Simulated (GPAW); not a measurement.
# Al2O3 (P-3m1) in GPAW: single point with r2SCAN

Aim: the single point of Al2O3 with r2SCAN.

All numbers are computed with GPAW 26.7.0; they aren't measurements. Logs are shortened: lines on timing, memory, paths and dates and some standing lists are left out, and cuts for length are marked. The log counts tension as positive stress, the text compression.

## 1. The crystal as given

The structure is trigonal, space group P-3m1 (No. 164). Conventional cell: a = 3.017 Å, b = 3.017 Å, c = 7.575 Å, α = 90.00°, β = 90.00°, γ = 120.00°. Around Al (site symmetry 3m) lie 4 O at 1.68 to 1.84 Å. Around O (site symmetry -3m) lie 2 Al at 1.68 Å. Around O (site symmetry 3m) lie 3 Al at 1.84 Å.

Measurements of this composition are mostly on another form, of space group No. 167.

## 2. Single point, r2SCAN

File run.py:

```python
from ase import Atoms
from ase.dft.bandgap import bandgap
from ase.io import write
from ase.units import GPa
from gpaw import GPAW, PW

atoms = Atoms(['Al', 'Al', 'O', 'O', 'O'],
              cell=[[3.017482544, 0.0, 0.0],
                    [-1.508741272, 2.6132165386, 0.0],
                    [0.0, 0.0, 7.5746360022]],
              scaled_positions=[[0.0, 0.0, 0.722049],
                                [0.0, 0.0, 0.277951],
                                [0.0, 0.0, 0.5],
                                [0.6666666667, 0.3333333333, 0.800546],
                                [0.3333333333, 0.6666666667, 0.199454]],
              pbc=True)

calc = GPAW(mode=PW(650),
            xc='MGGA_X_R2SCAN+MGGA_C_R2SCAN',
            kpts={'size': (8, 8, 3), 'gamma': True},
            occupations={'name': 'fermi-dirac', 'width': 0.05},
            nbands=24,
            maxiter=120,
            txt='gpaw.txt')
atoms.calc = calc
energy = atoms.get_potential_energy()
forces = atoms.get_forces()
stress = atoms.get_stress()
calc.write('gs.gpw')
write('result.traj', atoms)
print(f'Energy: {energy:.6f} eV')
print('Forces (eV/A):')
print(forces.round(4))
print('Stress (GPa):', (stress / GPa).round(3))
print('Fermi level:', round(calc.get_fermi_level(), 4), 'eV')
print(f'Gap: {bandgap(calc)[0]:.4f} eV, direct: {bandgap(calc, direct=True)[0]:.4f} eV')
```

Potentials or basis: GPAW PAW data sets (gpaw-data 1.2.1), pw.

Started as:

```sh
$ OMP_NUM_THREADS=1 python run.py
```

gpaw.txt:

```text
__  _  _
 | _ |_)|_||  |
 |__||  | ||/\| - 26.7.0

Input parameters:
  mode=PW(ecut=650.0),
  kpts=MonkhorstPack(size=(8, 8, 3), gamma=True),
  maxiter=120,
  nbands=24,
  occupations=Occupations(name='fermi-dirac', width=0.05),
  xc=XC(name='MGGA_X_R2SCAN+MGGA_C_R2SCAN')

Diagonalizing LCAO Hamiltonian
Converting LCAO to pw mode

            O
       Al

       O

       AlO

Atoms  # Å, Bohr magnetons
|   | symbol |         x |        y |        z |    initial magnetic moments |
|---|--------|-----------|----------|----------|-----------------------------|
| 0 |     Al |  0.000000 | 0.000000 | 5.469258 | ( 0.0000,  0.0000,  0.0000) |
| 1 |     Al |  0.000000 | 0.000000 | 2.105378 | ( 0.0000,  0.0000,  0.0000) |
| 2 |      O |  0.000000 | 0.000000 | 3.787318 | ( 0.0000,  0.0000,  0.0000) |
| 3 |      O |  1.508741 | 0.871072 | 6.063845 | ( 0.0000,  0.0000,  0.0000) |
| 4 |      O | -0.000000 | 1.742144 | 1.510791 | ( 0.0000,  0.0000,  0.0000) |

Unit cell  # Å
| periodic |         x |        y |        z |  lengths |     angles |
|----------|-----------|----------|----------|----------|------------|
|      yes |  3.017483 | 0.000000 | 0.000000 | 3.017483 |  90.000000 |
|      yes | -1.508741 | 2.613217 | 0.000000 | 3.017483 |  90.000000 |
|      yes |  0.000000 | 0.000000 | 7.574636 | 7.574636 | 120.000000 |

Number of symmetries: 12
Symmetry operations  # r_c * U_cc + t_c -> r_c
|    | kind |            matrix            |
|----|------|------------------------------|
|  0 |  σ   |  1, 1, 0,  0,-1, 0,  0, 0, 1 |
|  1 |  S6  |  1, 1, 0, -1, 0, 0,  0, 0,-1 |
|  2 |  E   |  1, 0, 0,  0, 1, 0,  0, 0, 1 |
|  3 |  C2  |  1, 0, 0, -1,-1, 0,  0, 0,-1 |
|  4 |  C2  |  0, 1, 0,  1, 0, 0,  0, 0,-1 |
|  5 |  C3  |  0, 1, 0, -1,-1, 0,  0, 0, 1 |
|  6 |  S6  |  0,-1, 0,  1, 1, 0,  0, 0,-1 |
|  7 |  σ   |  0,-1, 0, -1, 0, 0,  0, 0, 1 |
|  8 |  σ   | -1, 0, 0,  1, 1, 0,  0, 0, 1 |
|  9 |  i   | -1, 0, 0,  0,-1, 0,  0, 0,-1 |
| 10 |  C3  | -1,-1, 0,  1, 0, 0,  0, 0, 1 |
| 11 |  C2  | -1,-1, 0,  0, 1, 0,  0, 0,-1 |

BZ-sampling:
  Number of BZ points: 192
  Number of IBZ points: 25

  Monkhorst-Pack size: [8, 8, 3]
  Monkhorst-Pack shift: [0.0625, 0.0625, 0.0]

K-points  # in reciprocal-cell coordinates
|     |                                coordinates |     weight |
|-----|--------------------------------------------|------------|
|   0 | (  0.00000000,   0.00000000,   0.00000000) | 0.00520833 |
|   1 | (  0.00000000,   0.00000000,   0.33333333) | 0.01041667 |
|   2 | (  0.12500000,   0.00000000,  -0.33333333) | 0.03125000 |
|   3 | (  0.12500000,   0.00000000,   0.00000000) | 0.03125000 |
|   4 | (  0.12500000,   0.00000000,   0.33333333) | 0.03125000 |
|   5 | (  0.25000000,  -0.12500000,   0.00000000) | 0.03125000 |
|   6 | (  0.25000000,  -0.12500000,   0.33333333) | 0.06250000 |
|   7 | (  0.25000000,   0.00000000,  -0.33333333) | 0.03125000 |
|   8 | (  0.25000000,   0.00000000,   0.00000000) | 0.03125000 |
|   9 | (  0.25000000,   0.00000000,   0.33333333) | 0.03125000 |
| ... |                                            |            |
|  24 | (  0.50000000,   0.50000000,   0.33333333) | 0.03125000 |

Plane wave coefficients: 2264
Cutoff: 650.0 eV

Spin-components: 1 (collinear spins)
Bands:           24
Projectors:      25
Spin-degeneracy: 2
Datatype:        complex128

Parallelization:
  kpt:    1
  domain: 1
  band:   1

Density:
  Valence electrons: 24.0
  Components: 1
  Grid points: [18 18 45]
  Charge: 0.0  # |e|

Potential:
  Grid points: [18 18 45]

species:
  Al:
    name:    Aluminium
    Z:       13.0
    valence: 3
    core:    10
    charge:  0.0  # [|e|]
    compensation charges:
      type: gauss
      rc: 0.34  # [Å]
      lmax: 2
    cutoffs:
      filter: 1.91  # [Å]
      core: 2.36  # [Å]
    projectors
    | kind |    occ | energy [eV] | rcut [Å] |
    |------|--------|-------------|----------|
    |   3s |  2.000 |      -7.753 |    1.085 |
    |   3p |  1.000 |      -2.712 |    1.085 |
    |    s |        |      19.459 |    1.085 |
    |    p |        |      24.499 |    1.085 |
    |    d |        |       0.000 |    1.085 |

    Using partial waves for Al as LCAO basis

  O:
    name:    Oxygen
    Z:       8.0
    valence: 6
    core:    2
    charge:  0.0  # [|e|]
    compensation charges:
      type: gauss
      rc: 0.21  # [Å]
      lmax: 2
    cutoffs:
      filter: 1.17  # [Å]
      core: 0.83  # [Å]
    projectors
    | kind |    occ | energy [eV] | rcut [Å] |
    |------|--------|-------------|----------|
    |   2s |  2.000 |     -23.961 |    0.688 |
    |   2p |  4.000 |      -9.029 |    0.598 |
    |    s |        |       3.251 |    0.688 |
    |    p |        |      18.182 |    0.598 |
    |    d |        |       0.000 |    0.619 |

    Using partial waves for O as LCAO basis

Reference energy: -19329.403433  # eV

eigensolver:
  PPCG
  Converge bands: occupied
  niter=2

density mixing:
  MSR1-Mixer
  Pratt-step length: 0.05
  Maximum mixing coefficient: 0.75
  Old densities: 10
  SVD Regularization: 0.005
  Good broyden scale: 1.0
  Trust region scale: 1.0
  Backstep threshold: 4.0
  History deletion threshold: 6.0
  Fourier metric: weight=20.0, sigma=0.015

occupation numbers:
  Fermi-Dirac:
    width: 0.0500  # eV

poisson solver:
  ecut: 5200.0  # eV

xc functional:
  name: MGGA_X_R2SCAN+MGGA_C_R2SCAN with 2 nearest neighbor stencil

convergence criteria:
- Maximum [total energy] change in last 3 cyles: 0.0005 eV / valence electron
- Maximum integral of absolute [dens]ity change: 0.0001 electrons / valence electron
- Maximum integral of absolute [eigenst]ate change: 4e-08 eV^2 / valence electron
maximum number of iterations: 120

SCF iterations
|iter     | |      energy | eigst |  dens |
|---------|-|-------------|-------|-------|
|iter:   1| |  -60.664694 | -0.22 |       |
|iter:   2| |  -49.690431 | -1.67 | -0.66 |
|iter:   3| |  -46.597712 | -0.72 | -0.70 |
|iter:   4| |  -46.686400 | -1.93 | -1.21 |
|iter:   5| |  -46.723317 | -2.74 | -1.50 |
|iter:   6| |  -46.718689 | -3.25 | -1.92 |
|iter:   7| |  -46.718635c| -5.22 | -2.81 |
|iter:   8| |  -46.718708c| -5.73 | -3.10 |
|iter:   9| |  -46.718709c| -7.31 | -3.94 |
|iter:  10| |  -46.718709c| -7.63c| -4.76c|

Converged in 10 steps
Energy contributions relative to reference atoms: (reference = -19329.403433)

Energy contributions:
  Kinetic:          32.628263
  Coulomb:         -29.484772
  Zero:              0.392001
  External:          0.000000
  Xc:              -50.254201
  Entropy:          -0.000000
  Spinorbit:         0.000000
  ----------------------------
  Free energy:     -46.718709
  Extrapolated:    -46.718709

dipole moment: (-9.332480, -16.164330, -0.000001)  # |e|*Ang

Fermi level: 5.279
Eigenvalues  # (at kpt = [0.000, 0.000, 0.000])
| band index |      eig [eV] | occ [0-2] |
|------------|---------------|-----------|
|          0 |       -17.060 |     2.000 |
|        ... |               |           |
|          4 |        -1.034 |     2.000 |
|          5 |        -0.264 |     2.000 |
|          6 |        -0.263 |     2.000 |
|          7 |        -0.249 |     2.000 |
|          8 |        -0.248 |     2.000 |
|          9 |         1.125 |     2.000 |
[... 8 lines left out ...]
|         18 |        16.736 |     0.000 |
|         19 |        17.101 |     0.000 |
|        ... |               |           |
|         23 |        21.748 |     0.000 |

Gap: 3.020 eV
Transition (v -> c):
  (s=0, k=0, n=11, [0.00, 0.00, 0.00]) -> (s=0, k=0, n=12, [0.00, 0.00, 0.00])
No difference between direct/indirect transitions

Forces  # eV/Ang
|        x |        y |        z |
|----------|----------|----------|
|  0.00000 |  0.00000 | -0.03225 |  # Al   0
| -0.00000 | -0.00000 |  0.03225 |  # Al   1
|  0.00000 | -0.00000 |  0.00000 |  # O    2
| -0.00000 |  0.00000 | -0.30890 |  # O    3
|  0.00000 |  0.00000 |  0.30890 |  # O    4

Stress tensor  # eV/Ang^3
|         x |         y |        z |
|-----------|-----------|----------|
|  0.036613 | -0.000000 | 0.000000 |
| -0.000000 |  0.036613 | 0.000000 |
|  0.000000 |  0.000000 | 0.034372 |

# Writing to gs.gpw (mode='')
```

Wall time 32 s (1 thread of AMD EPYC 9R45 (Zen 5), shared host); peak memory 0.23 GiB.

What came out:

```
Free energy            : -46.7187 eV
Pressure               : -5.7 GPa
Largest force          : 0.309 eV/Å
Band gap on the k mesh : 3.02 eV, direct
```

Forces in eV/Å, atoms in the order of the input:
```
Al   0.000  0.000 -0.032
Al   0.000  0.000  0.032
O    0.000  0.000  0.000
O    0.000  0.000 -0.309
O    0.000  0.000  0.309
```

Stress tensor (GPa, compression positive):
```
-5.87  0.00  0.00
 0.00 -5.87  0.00
 0.00  0.00 -5.51
```

Caveat: the cutoff is short for stress and forces, so pressures can be off by a GPa or more; the PAW data sets were made with another functional, which shifts forces and pressure a little. r2SCAN opens gaps a little over a GGA but as a rule still falls short of measured ones.
